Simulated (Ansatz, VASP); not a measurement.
## ScAl3N4: VASP beside Ansatz

```
Sc Al N
1.0
    -3.39962    0.00000    0.00000
     0.00000    5.95412    0.00000
     1.69981   -2.97706   -4.20680
Sc Al N
1 3 4
Direct
  0.00000 0.33116 0.00000
  0.50000 0.83581 0.00000
  0.75429 0.42117 0.50859
  0.24571 0.91259 0.49141
  0.74252 0.07652 0.48504
  0.25748 0.59148 0.51496
  0.50000 0.14831 0.00000
  0.00000 0.68296 0.00000
```

Alike in both runs: functional r2SCAN; k mesh 6 × 6 × 6; occupations gaussian, width 0.1 eV; no spin polarisation.

Ansatz relaxed the structure, and its values are those at the end. VASP's run is a single point on that final structure, the one shown.

```csv
,VASP,Ansatz
version,VASP 6.6.1,Ansatz 0.2.0
potentials or method,"VASP PAW PBE potentials, release 64 (Sc_sv, Al, N)","scalar-relativistic, plane waves, PAW"
plane-wave cutoff (eV),520,500
valence electrons in the cell,40,40
```

```tsv
	VASP	Ansatz	Ansatz less VASP
gap on the k mesh at the Fermi level (eV)	3.08	3.08	-0.001
least direct gap on the mesh (eV)	3.26	3.23	-0.025
pressure (GPa)	0.1	-0.1	-0.21
rms of the force components (eV/Å)	0.038	0.013	-0.0257
```

The functional is the same, so the differences come from potentials, cutoffs and numerics.

Caveats: the PAW data sets were made with another functional, which shifts forces and pressure a little (VASP). r2SCAN opens gaps a little over a GGA but as a rule still falls short of measured ones. A k mesh can miss the band edges.
